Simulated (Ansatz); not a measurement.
**A Na vacancy in rocksalt NaCl, 63 atoms, charge −1**

All numbers come from Ansatz (PAW, plane waves, no spin–orbit coupling) at the single k point (¼, ¼, ¼) without its symmetry partners. The atoms were relaxed with PBEsol in a fixed cell; other functionals are single points on those atoms unless said otherwise. The valence top and gap of the host come from its small cell on a dense mesh, with the band extrema sought between the mesh points, lined up by the mean potential, PBEsol gap 5.01 eV, HSE06 gap 6.57 eV. The charge correction uses an assumed dielectric constant of 5.9.

Relaxed structure:

```xyz
63
Lattice="11.2000 0.0000 0.0000 0.0000 11.2000 0.0000 0.0000 0.0000 11.2000" Properties=species:S:1:pos:R:3 pbc="T T T"
Cl    2.7914    0.0032   11.1997
Cl    2.7756    0.0033    5.6003
Cl    2.7766    5.6031   11.2000
Cl    2.6849    5.6042    5.5988
Cl    8.4134    0.0024    0.0004
Cl    8.4293    0.0034    5.6005
Cl    8.4293    5.6023    0.0002
Cl    8.5213    5.6033    5.6001
Cl    0.0025    2.7932    0.0005
Cl    0.0024    2.7766    5.6007
Cl    0.0032    8.4142   11.1999
Cl    0.0024    8.4291    5.6000
Cl    5.6017    2.7770    0.0008
Cl    5.6027    2.6844    5.5988
Cl    5.6036    8.4298   11.1998
Cl    5.6019    8.5217    5.6007
Cl    0.0013    0.0036    2.7894
Cl    0.0026    0.0029    8.4111
Cl    0.0036    5.6034    2.7751
Cl    0.0029    5.6025    8.4283
Cl    5.6018    0.0032    2.7737
Cl    5.6027    0.0037    8.4272
Cl    5.6046    5.6042    2.6830
Cl    5.6027    5.6029    8.5189
Cl    2.7911    2.7910    2.7889
Cl    2.7907    2.7921    8.4116
Cl    2.7923    8.4152    2.7878
Cl    2.7909    8.4149    8.4121
Cl    8.4151    2.7920    2.7880
Cl    8.4135    2.7922    8.4120
Cl    8.4160    8.4152    2.7887
Cl    8.4144    8.4153    8.4120
Na    0.0031    0.0038    0.0006
Na    0.0017    0.0024    5.5998
Na    0.0026    5.6039    0.0019
Na    0.0032    5.6019    5.6022
Na    5.6016    0.0035    0.0000
Na    5.6024    0.0031    5.6005
Na    5.6031    5.6032    0.0009
Na    2.8127    2.8156    0.0001
Na    2.8570    2.8580    5.6000
Na    2.8159    8.3903    0.0004
Na    2.8555    8.3504    5.6003
Na    8.3901    2.8138   11.1990
Na    8.3478    2.8580    5.5997
Na    8.3918    8.3906    0.0003
Na    8.3475    8.3485    5.6003
Na    2.8131    0.0033    2.8121
Na    2.8147    0.0038    8.3876
Na    2.8593    5.6024    2.8528
Na    2.8568    5.6035    8.3444
Na    8.3891    0.0037    2.8126
Na    8.3905    0.0034    8.3884
Na    8.3510    5.6039    2.8535
Na    8.3488    5.6042    8.3457
Na    0.0027    2.8161    2.8131
Na    0.0019    2.8144    8.3881
Na    0.0048    8.3911    2.8122
Na    0.0030    8.3907    8.3879
Na    5.6042    2.8577    2.8518
Na    5.6019    2.8581    8.3448
Na    5.6047    8.3499    2.8543
Na    5.6024    8.3486    8.3465
```

Chemical potentials μ are those of reference phases of the elements at zero temperature by the same functional (the usual solids, diamond for C, grey Sn, and the molecules H2, N2, O2, F2, Cl2, Br2 and S8).

| functional | E(defect) − E(host) − Σ nμ + q·E_VBM (eV) | monopole (eV) | alignment (eV) | formation energy at E_F = VBM (eV) | moment (μB) | wall time, shared host |
| --- | --- | --- | --- | --- | --- | --- |
| PBEsol | 4.97 | 0.31 | 0.09 | 5.37 | 0 (no spin) | 2.7 s on NVIDIA GB200 (relaxation) |

(1) Estimate the formation energy and moment that HSE06 gives on these atoms.

(2) How does the monopole term follow by hand for this cubic cell?

HSE06 one-electron levels near the gap (the ten most localised at most), from the host's valence top, not corrected for the charge's images:

```tsv
level (eV)	spin	filling	atoms sharing it	element of the atom with most weight
-0.25	both	2.00	20.9	spread
-0.25	both	2.00	23.1	spread
-0.18	both	2.00	21.0	spread
-0.18	both	2.00	21.2	spread
-0.16	both	2.00	19.1	spread
-0.08	both	2.00	10.4	Cl
0.01	both	2.00	10.2	Cl
0.01	both	2.00	10.2	Cl
0.05	both	2.00	10.9	Cl
0.05	both	2.00	10.9	Cl
```

All elements are taken at their own reference at once; growth conditions in equilibrium with the host shift these energies, by up to the host's formation enthalpy.

One k point and a cell of this size can leave errors of several tenths of an eV in such numbers.

## Answers

(1) 6.32 eV at E_F = VBM (5.92 eV before the monopole term 0.31 eV and the alignment 0.09 eV), moment 0 (no spin).

(2) q²·α·e²/(4πε₀)/(2εL) with the Madelung constant α = 2.837 and e²/4πε₀ = 14.40 eV·Å: 1 × 2.837 × 14.40 / (2 × 5.9 × 11.200) = 0.31 eV.
